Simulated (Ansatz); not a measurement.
# AlNi3: energy and stress against strain

The task, for AlNi3: strain the cell along the Voigt pattern (1, 1, 0, 0, 0, 0).

Program: Ansatz 0.2.0. Level of theory: DFT PBEsol, scalar-relativistic, plane waves, PAW. These are calculated values, not measurements.

2 further runs of the same task are left out: 2 set aside as unsound or not needed.

## Step 1: The system as given

It takes space group Pm-3m (No. 221, cubic). The conventional cell has a = 3.519 Å, b = 3.519 Å, c = 3.519 Å, α = 90.00°, β = 90.00°, γ = 90.00°. Al (site symmetry m-3m) has 12 Ni at 2.49 Å as nearest neighbours. Ni (site symmetry 4/mmm) is surrounded by 4 Al at 2.49 Å and 8 Ni at 2.49 Å.

Coordinates:

```
CELL_PARAMETERS angstrom
3.51909 0.00000 0.00000
0.00000 3.51909 0.00000
0.00000 0.00000 3.51909
ATOMIC_POSITIONS crystal
Al 0.00000 0.00000 0.00000
Ni 0.00000 0.50000 0.50000
Ni 0.50000 0.00000 0.50000
Ni 0.50000 0.50000 0.00000
```

It goes back to an entry of the Materials Project, which need not be the stable form.

This cell was relaxed beforehand with the same method: volume 10.90 Å³/atom, gap on the mesh none (metal), site moments up to 0.3 μB.

## Step 2: Zero of energy

Reference values: F = -17941.2642 eV; pressure 0.00 GPa; largest force 0.000 eV/Å; gap on the mesh none (metal). It was computed beforehand with the settings of the runs below.

## Step 3: The scan: energy and stress against strain

The cell is strained by ε times the Voigt pattern (1, 1, 0, 0, 0, 0) (xx, yy, zz, yz, xz, xy; engineering shear), with fractional coordinates fixed (clamped ions). The stress on the pattern is the sum of the stress components weighted by it, tension positive.

## Step 4: Point ε = -0.1500

input.yaml reads:

```yaml
crystal:
  lattice:
    - [2.9912284908, 0.0, 0.0]
    - [0.0, 2.9912284908, 0.0]
    - [0.0, 0.0, 3.5190923421]
  atoms:
    - { symbol: Al, position: [0.0, 0.0, 0.0] }
    - { symbol: Ni, position: [0.0, 0.5, 0.5], spin: 0.28 }
    - { symbol: Ni, position: [0.5, 0.0, 0.5], spin: 0.28 }
    - { symbol: Ni, position: [0.5, 0.5, 0.0], spin: 0.28 }
basis:
  ecutwfc: 420
kpoints:
  mp_grid: { grid: [14, 14, 14] }
hamiltonian:
  xc: pbesol
scf:
  occupations: { method: gaussian, width: 0.15 }
output:
  forces: true
  stress: true
  eigenvalues: true
  populations: true
magnetization:
  spin_polarized: true
```

Run with:

```console
ansatz run input.yaml --threads 1 --pin off --max-ram 2560MiB --backend cpu --events-out ev --progress --plain --runs-dir out
```

What it wrote, shortened:

```text
Warning: RAYON_NUM_THREADS=1 ignored (pool sized by the plan → 1); use --threads N
[...]
Pseudopotentials: kind: paw
Pseudopotential: Al, paw, valence charge 3, recommended cutoff 420 eV (normal), Al.paw.azcp
Pseudopotential: Ni, paw, valence charge 18, recommended cutoff 420 eV (normal), Ni.paw.azcp
Functional definition: PBEsol
[...]
Crystal: 4 atoms, lattice volume = 31.487 Å³
Basis set: ecut = 420 eV, 599 PW (Γ), exchange–correlation on 40×40×48 points (8 copies of the dense FFT grid, shifted against one another)
Bands: 35, of which v1, the nominal top of the filled ones, is band 29 counted from 1 (28 counted from 0)
Symmetry: 16 space group operations
Space group: P4/mmm (ITA 123), of the structure as read, at distance tolerance 3.2e-5 Å
Magnetic group: BNS 123.339 (UNI 999), of the structure as read, at distance tolerance 3.2e-5 Å
k-points: 288 of 2744
[...]
Starting moments: Σ|m| = 0.84 μB on 3 of 4 sites
[...]
SCF iter   1: F=—  HF=-17931.586721 eV  |F-HF|=—  |Δ(HF+E_count)|=         —  Δρ=1.32e-1 (↑1.32e-1 ↓8.61e-2)  dr2=8.39e0  dr2_m=2.04e-1  M=0.227 μB ∫|m|=0.277 μB  β_m=0.30  ethr=3.10e-3  ⟨swp⟩=5.6  Hψ=70654  notcnv=0  defer=2
[...]
spin=Collinear: Kerker preconditioning applied to the charge; magnetization (m = ρ↑ − ρ↓) channel mixes plain (no charge-response kernel on spin).
[...]
SCF iter  15: F=-17936.871004 eV  HF=-17936.871004 eV  |F-HF|=3.85e-8  |Δ(HF+E_count)|=   2.16e-9  Δρ=6.70e-6 (↑6.70e-6 ↓6.58e-6)  dr2=3.71e-8  dr2_m=1.78e-12  M=0.000 μB ∫|m|=0.000 μB  ethr=1.48e-10  ⟨swp⟩=8.3  Hψ=93765  notcnv=0
[...]
WARN: the starting moments were not kept: the SCF closed with an absolute magnetisation of 2.8e-6 μB, where they sum to 0.84 μB in size (3 sites). That is at most 0.1 of that sum. Measured as dr2_m measures the in/out step, that magnetisation stands 7.3e-12 eV from none, at or under the [...]
SCF converged after 15 iterations
Magnetization: 0.0000 μB (28.5000 up, 28.5000 down)
Absolute magnetization: 0.0000 μB (∫|ρ↑−ρ↓|, with the PAW one-centre terms)
Spin contamination: 0.0000 ħ² per cell (⟨S²⟩ above its minimum at these occupations)
Per-site moments (μB) at R_I (Å): [(-4.381826116582367e-8, 0.8724861543432716), (9.674899716901931e-7, 0.8724861543432716), (9.674899718195654e-7, 0.8724861543432716), (5.852387253629078e-7, 0.8724861543432716)]
Free energy (F): -17936.871004 eV
[...]
E sigma→0 (E₀):  -17936.854491 eV
Entropy (-TS):   -0.033027 eV (-8.257 meV/atom)
Fermi energy:    24.261734 eV
[...]
--- Forces (eV/Å), atoms counted from 1 ---
  atom   1  Al     0.00000000     0.00000000     0.00000000
  atom   2  Ni     0.00000000     0.00000000     0.00000000
  atom   3  Ni    -0.00000000     0.00000000     0.00000000
  atom   4  Ni     0.00000000     0.00000000     0.00000000
[...]
--- Stress (GPa, compression-positive) ---
      161.280246       0.000000       0.000000
        0.000000     161.280246       0.000000
        0.000000       0.000000     102.776126
  P = ⅓ Tr σ = 141.7789 GPa (1417.789 kbar)
--- Band table (eV; the first three rows and the last of 576) ---
[...]
--- Löwdin populations: 4 sites ---
  site symbol       q [e]    m [muB]
     0     Al      3.4058    -0.0000
     1     Ni     17.6713     0.0000
     2     Ni     17.6713     0.0000
     3     Ni     17.6862     0.0000
  spilling = 0.009920 (of n_electrons = 57.000000)
```

It took 62 s on 1 thread of Arm Neoverse V2, shared host; peak memory 0.73 GiB.

Per atom:

```tsv
atom	Löwdin electrons
Al1	3.41
Ni2	17.67
Ni3	17.67
Ni4	17.69
```

The Löwdin counts miss 0.57 of the 57 electrons, which the atomic orbitals do not span, so they are no charges.

## Step 5: Point ε = 0.1125

input.yaml: that of step 4 with these lines changed.

```diff
@@ -2,4 +2,4 @@
   lattice:
-    - [2.9912284908, 0.0, 0.0]
-    - [0.0, 2.9912284908, 0.0]
+    - [3.9149902306, 0.0, 0.0]
+    - [0.0, 3.9149902306, 0.0]
     - [0.0, 0.0, 3.5190923421]
@@ -23,2 +23,6 @@
   populations: true
+  write_density: true
+  write_potential: true
+  elf: true
+  volumetric_format: npy
 magnetization:
```

Run with:

```console
ansatz run input.yaml --threads 1 --pin off --max-ram 2560MiB --backend cpu --events-out ev --progress --plain --runs-dir out
```

What it wrote, shortened:

```text
Warning: RAYON_NUM_THREADS=1 ignored (pool sized by the plan → 1); use --threads N
[...]
[... 4 set-up lines as earlier in the session ...]
[...]
Crystal: 4 atoms, lattice volume = 53.938 Å³
Basis set: ecut = 420 eV, 1059 PW (Γ), exchange–correlation on 54×54×48 points (8 copies of the dense FFT grid, shifted against one another)
Bands: 35, of which v1, the nominal top of the filled ones, is band 29 counted from 1 (28 counted from 0)
[... 1 set-up line as earlier in the session ...]
Space group: P4/mmm (ITA 123), of the structure as read, at distance tolerance 3.8e-5 Å
Magnetic group: BNS 123.339 (UNI 999), of the structure as read, at distance tolerance 3.8e-5 Å
k-points: 288 of 2744
[...]
Starting moments: Σ|m| = 0.84 μB on 3 of 4 sites
[...]
Free energy (F): -17940.155465 eV
[...]
E sigma→0 (E₀):  -17940.130035 eV
Entropy (-TS):   -0.050860 eV (-12.715 meV/atom)
Fermi energy:    12.468436 eV
[...]
--- Forces (eV/Å), atoms counted from 1 ---
  atom   1  Al    -0.00000000     0.00000000     0.00000000
  atom   2  Ni     0.00000000    -0.00000000     0.00000000
  atom   3  Ni     0.00000000    -0.00000000     0.00000000
  atom   4  Ni     0.00000000     0.00000000     0.00000000
[...]
--- Stress (GPa, compression-positive) ---
      -27.753667       0.000000       0.000000
        0.000000     -27.753667       0.000000
        0.000000       0.000000     -23.380400
  P = ⅓ Tr σ = -26.2959 GPa (-262.959 kbar)
--- Band table (eV; the first three rows and the last of 576) ---
[...]
--- Löwdin populations: 4 sites ---
  site symbol       q [e]    m [muB]
     0     Al      3.5831    -0.0432
     1     Ni     17.6101     0.2144
     2     Ni     17.6101     0.2144
     3     Ni     17.6208     0.2960
  spilling = 0.010103 (of n_electrons = 57.000000)
```

Wall time 1.7 min (1 thread of Arm Neoverse V2, shared host); peak memory 0.93 GiB.

Site by site:

```tsv
atom	moment in the atom's sphere (μB)	Löwdin electrons
Al1	-0.02	3.58
Ni2	0.22	17.61
Ni3	0.22	17.61
Ni4	0.30	17.62
```

The Löwdin counts miss 0.58 of the 57 electrons, which the atomic orbitals do not span, so they are no charges.

Density in a lattice plane of the grid's cell (edges 3.91 and 3.52 Å, at 0.000 of the third edge), which holds Al and Ni.

Ten even steps from ' ' (0.06 e/Å³) to '@' (60.62 e/Å³):
```
                                                
                                                
                                                
                                                
                                                
                                                
                    ..::::::..                  
                  ..::++##++::..                
                  ..==##@@##==..                
                  ..::++##++::..                
                    ..::::::..                  
                                                
                                                
                                                
                                                
                                                
                                                
                                                
```
Columns run along the first of these edges and rows up along the second, over one cell in 24 and 18 even steps from the bottom left corner. Atoms in the plane (fractional): Al at (0.00, 0.00), Ni at (0.50, 0.50).

ELF in the same plane.

Ten even steps from ' ' (0.01) to '@' (0.73):
```
::..    ::++****++==----------==++****++::    ..
      ..==******++==----::----==++******==..    
  ..::==**##**++==--::::::::::--==++**##**==::..
--==++**##**++==--::::::::::::::--==++**##**++==
**********++==--::::::::::::::::::--==++********
++++++++++==--::::----======----::::--==++++++++
++++======--::::--====++**++====--::::--======++
======----::::::--==**##%%##**==--::::::----====
====------::::::--++##%%@@%%##++--::::::------==
======----::::::--==**##%%##**==--::::::----====
++++======--::::--====++**++====--::::--======++
++++++++++==--::::----======----::::--==++++++++
**********++==--::::::::::::::::::--==++********
--==++**##**++==--::::::::::::::--==++**##**++==
  ..::==**##**++==--::::::::::--==++**##**==::..
      ..==******++==----::----==++******==..    
::..    ::++****++==----------==++****++::    ..
--::    ::==****++==----------==++****==::    ::
```
Columns run along the first of these edges and rows up along the second, over one cell in 24 and 18 even steps from the bottom left corner. Atoms in the plane (fractional): Al at (0.00, 0.00), Ni at (0.50, 0.50).

Both are smooth fields of the valence electrons: close to the nuclei they are not physical.

Spin density (up less down) in a lattice plane of the grid's cell (edges 3.91 and 3.52 Å, at 0.000 of the third edge), which holds Al and Ni.

Values in e/Å³, 10 rows by 12 columns:
```
0.00 0.00 0.00 0.00 0.00 0.00 0.00 0.00 0.00 0.00 0.00 0.00
0.00 0.00 0.00 0.00 0.00 0.00 0.00 0.00 0.00 0.00 0.00 0.00
0.00 0.00 0.00 0.00 0.00 0.00 0.02 0.00 0.00 0.00 0.00 0.00
0.00 0.00 0.00 0.00 0.01 0.07 0.27 0.07 0.01 0.00 0.00 0.00
0.00 0.00 0.00 0.00 0.02 0.29 0.92 0.29 0.02 0.00 0.00 0.00
0.00 0.00 0.00 0.00 0.01 0.07 0.27 0.07 0.01 0.00 0.00 0.00
0.00 0.00 0.00 0.00 0.00 0.00 0.02 0.00 0.00 0.00 0.00 0.00
0.00 0.00 0.00 0.00 0.00 0.00 0.00 0.00 0.00 0.00 0.00 0.00
0.00 0.00 0.00 0.00 0.00 0.00 0.00 0.00 0.00 0.00 0.00 0.00
0.00 0.00 0.00 0.00 0.00 0.00 0.00 0.00 0.00 0.00 0.00 0.00
```
Columns run along the first of these edges and rows up along the second, over one cell in 12 and 10 even steps from the bottom left corner. Atoms in the plane (fractional): Al at (0.00, 0.00), Ni at (0.50, 0.50).

Maxima of ELF outside the ion cores: 0.55 beside Al, off the lines to its neighbours, 1.0 Å from Al.

## Step 6: At ε = -0.0750

input.yaml: that of step 5 with these lines changed.

```diff
@@ -2,4 +2,4 @@
   lattice:
-    - [3.9149902306, 0.0, 0.0]
-    - [0.0, 3.9149902306, 0.0]
+    - [3.2551604164, 0.0, 0.0]
+    - [0.0, 3.2551604164, 0.0]
     - [0.0, 0.0, 3.5190923421]
@@ -23,6 +23,2 @@
   populations: true
-  write_density: true
-  write_potential: true
-  elf: true
-  volumetric_format: npy
 magnetization:
```

Run with:

```console
ansatz run input.yaml --threads 1 --pin off --max-ram 2560MiB --backend cpu --events-out ev --progress --plain --runs-dir out
```

What it wrote, shortened:

```text
Warning: RAYON_NUM_THREADS=1 ignored (pool sized by the plan → 1); use --threads N
[...]
[... 4 set-up lines as earlier in the session ...]
[...]
Crystal: 4 atoms, lattice volume = 37.289 Å³
Basis set: ecut = 420 eV, 731 PW (Γ), exchange–correlation on 48×48×48 points (8 copies of the dense FFT grid, shifted against one another)
Bands: 35, of which v1, the nominal top of the filled ones, is band 29 counted from 1 (28 counted from 0)
[... 1 set-up line as earlier in the session ...]
Space group: P4/mmm (ITA 123), of the structure as read, at distance tolerance 3.3e-5 Å
Magnetic group: BNS 123.339 (UNI 999), of the structure as read, at distance tolerance 3.3e-5 Å
k-points: 288 of 2744
[...]
Starting moments: Σ|m| = 0.84 μB on 3 of 4 sites
[...]
WARN: the starting moments were not kept: the SCF closed with an absolute magnetisation of 7.5e-5 μB, where they sum to 0.84 μB in size (3 sites). That is at most 0.1 of that sum. Measured as dr2_m measures the in/out step, that magnetisation stands 4.9e-9 eV from none, at or under the [...]
Per-site moments (μB) at R_I (Å): [(1.0677950313766764e-6, 0.9494702267681671), (-2.261985279662724e-5, 0.9494702267681671), (-2.2619852795777844e-5, 0.9494702267681671), (-2.3713461786895047e-5, 0.9494702267681671)]
Free energy (F): -17940.418874 eV
[...]
E sigma→0 (E₀):  -17940.395536 eV
Entropy (-TS):   -0.046676 eV (-11.669 meV/atom)
Fermi energy:    19.809390 eV
[...]
--- Forces (eV/Å), atoms counted from 1 ---
  atom   1  Al     0.00000000    -0.00000000     0.00000000
  atom   2  Ni     0.00000000     0.00000000     0.00000000
  atom   3  Ni     0.00000000     0.00000000     0.00000000
  atom   4  Ni     0.00000000     0.00000000     0.00000000
[...]
--- Stress (GPa, compression-positive) ---
       50.365298       0.000000       0.000000
        0.000000      50.365298       0.000000
        0.000000       0.000000      36.174856
  P = ⅓ Tr σ = 45.6352 GPa (456.352 kbar)
--- Band table (eV; the first three rows and the last of 576) ---
[...]
--- Löwdin populations: 4 sites ---
  site symbol       q [e]    m [muB]
     0     Al      3.4937     0.0000
     1     Ni     17.6449    -0.0000
     2     Ni     17.6449    -0.0000
     3     Ni     17.6465    -0.0000
  spilling = 0.010002 (of n_electrons = 57.000000)
```

Wall time 2.7 min (1 thread of Arm Neoverse V2, shared host); peak memory 0.8 GiB.

## Step 7: The scan collected

The scan, with free energies counted from the undisturbed cell:

```tsv
ε	ΔE (meV/atom)	stress on the pattern (GPa)	pressure (GPa)	moment (μB/cell)
-0.1500	1098.3	-322.56	141.8	0.00
-0.0750	211.3	-100.73	45.6	0.00
0.0000	0.0	0.00	0.0	0.60
0.1125	277.2	55.51	-26.3	0.66
```

## Step 8: Outcome

```
                                                              quantity     value
slope of the stress at ε = 0, from the points at -0.0750, 0 and 0.1125  1003 GPa
```

What this shows: The slope of the stress at zero strain, 1003 GPa, estimates C11 + C22 + 2 C12 with clamped ions in this Cartesian frame; letting the atoms relax could not make it stiffer. The step is wide, so higher orders mix in. No sampled point lies below the undisturbed cell.
